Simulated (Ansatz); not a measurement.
## Gradients in HfO2 at several cell volumes

Reference cell: a COD entry, its atoms then relaxed with PBE in this cell.

```
CELL_PARAMETERS angstrom
5.11800 0.00000 0.00000
0.00000 5.18570 0.00000
-0.85866 0.00000 5.21387
ATOMIC_POSITIONS crystal
Hf 0.27670 0.04188 0.20813
Hf 0.72330 0.54188 0.29187
Hf 0.72330 0.95812 0.79187
Hf 0.27670 0.45812 0.70813
O 0.44655 0.75838 0.48027
O 0.55345 0.25838 0.01973
O 0.55345 0.24162 0.51973
O 0.44655 0.74162 0.98027
O 0.07264 0.33925 0.33894
O 0.92736 0.83925 0.16106
O 0.92736 0.66075 0.66106
O 0.07264 0.16075 0.83894
```

Sites (sets of like atoms) are named by element and the number of their first atom in this list.

Level of theory: DFT, PBE, plane waves and PAW, scalar-relativistic, 420 eV cutoff, Γ-centred 6×6×6 k-points, Fermi–Dirac smearing 0.02 eV (Ansatz 0.2.0).

The cell is scaled uniformly, and the ions relax again at each size.

Task: How do the gradients (10²¹ V/m²) respond?

Result: 

```json
{"V/V₀": "0.94", "Hf V_zz (η)": "14.22 (0.29)", "O5 V_zz (η)": "-1.26 (0.79)", "O9 V_zz (η)": "-1.75 (0.85)"}
{"V/V₀": "0.96", "Hf V_zz (η)": "13.70 (0.26)", "O5 V_zz (η)": "-1.19 (0.84)", "O9 V_zz (η)": "-1.55 (0.77)"}
{"V/V₀": "0.98", "Hf V_zz (η)": "13.16 (0.21)", "O5 V_zz (η)": "-1.12 (0.92)", "O9 V_zz (η)": "-1.39 (0.77)"}
{"V/V₀": "1.00", "Hf V_zz (η)": "12.69 (0.16)", "O5 V_zz (η)": "1.07 (1.00)", "O9 V_zz (η)": "-1.32 (0.88)"}
{"V/V₀": "1.02", "Hf V_zz (η)": "12.24 (0.14)", "O5 V_zz (η)": "1.07 (0.92)", "O9 V_zz (η)": "1.34 (0.99)"}
{"V/V₀": "1.04", "Hf V_zz (η)": "12.48 (0.06)", "O5 V_zz (η)": "1.10 (0.87)", "O9 V_zz (η)": "1.46 (0.93)"}
{"V/V₀": "1.06", "Hf V_zz (η)": "12.91 (0.07)", "O5 V_zz (η)": "1.13 (0.86)", "O9 V_zz (η)": "1.59 (0.90)"}
```

On Hf the rows don't lie on one smooth curve; each relaxation stops at forces of about 0.02 eV/Å, which can cause such scatter.

At this cell the principal stresses reach 5 GPa in size with PBE, which can matter for small gradients. Without spin–orbit coupling the gradients at and beside Hf can be off by some per cent, at some sites by more. On some sites the largest principal value moves to another axis along the series, and the sign of V_zz can flip with it.
